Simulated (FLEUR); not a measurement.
**Ru: equation of state with LDA**

Ru:

```
CELL_PARAMETERS angstrom
2.70580 0.00000 0.00000
-1.35290 2.34329 0.00000
0.00000 0.00000 4.28190
ATOMIC_POSITIONS crystal
Ru 0.66667 0.33333 0.75000
Ru 0.33333 0.66667 0.25000
```

```yaml
Program: FLEUR MaX-R8.1 (later development tree)
Task: equation of state
Functional: LDA
Potentials_or_basis: all-electron
Basis: FLAPW
Kmax: 4.36 1/bohr
k_mesh: 11 × 11 × 6
Occupations: fermi-dirac, width 0.05 eV
Spin: no spin polarisation
```

The equilibrium volume is 13.09 Å³/atom. The bulk modulus at fixed shape and positions is 368 GPa. The pressure derivative of the bulk modulus is 4.8 (rough: it moves with the points fitted).

Energy against volume, from the lowest point:
```csv
volume (Å³/atom),energy (meV/atom)
12.760,9.61
13.032,0.00
13.575,19.04
14.118,79.93
14.389,123.16
```

Caveat: the cell was scaled at fixed shape and fractional positions, which overstates the stiffness of a crystal with free parameters, most of all of layers and chains.
